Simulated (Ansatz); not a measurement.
**BaF2: levels along high-symmetry lines**

```yaml
crystal:
  lattice:
    - [0.00000, 3.12235, 3.12235]
    - [3.12235, 0.00000, 3.12235]
    - [3.12235, 3.12235, 0.00000]
  atoms:
    - { symbol: Ba, position: [0.00000, 0.00000, 0.00000] }
    - { symbol: F, position: [0.25000, 0.25000, 0.25000] }
    - { symbol: F, position: [0.75000, 0.75000, 0.75000] }
```

Atom numbers follow the list: Ba1, F2, F3.

The cell was built from the fluorite type and relaxed in the same program, and has space group Fm-3m; it needn't be a known or the stable phase.

Spin–orbit coupling is left out, though it moves levels of the heavy atoms by tenths of an eV or more.

Level of theory: DFT, PBE, all-electron LAPW, scalar-relativistic (Ansatz 0.2.0).

Settings: a Γ-centred 11×11×11 k mesh, Fermi–Dirac smearing of 0.05 eV, basis error target 1 meV/atom, no spin polarisation.

Points in fractions of the reciprocal vectors of this cell: Γ (0, 0, 0), X (0.5, 0, 0.5), U (0.625, 0.25, 0.625), K (0.375, 0.375, 0.75), L (0.5, 0.5, 0.5), W (0.5, 0.25, 0.75). The path joins them by straight lines in the order Γ–X–U–K–Γ–L–W–X; legs that retrace an earlier one aren't tabulated. Energies are in eV from the top of the valence band.

List the levels at X between -14 and 8 eV.

-8.27 (×2), -7.77, -1.45, -0.34 (×2), -0.32 (×2), -0.14, 7.27.

List the levels at Γ between -14 and 8 eV.

-7.91 (×3), -1.41 (×3), -0.09 (×3), 6.73.

List the levels at K between -14 and 8 eV.

-8.21, -8.20, -7.89, -1.22, -0.53, -0.50, -0.35, -0.20, -0.16, 7.53.

What is the band gap?

6.73 eV, indirect from the line K (0.375, 0.375, 0.75)–Γ to Γ.

Kohn–Sham gaps of semilocal functionals usually fall short of measured ones.
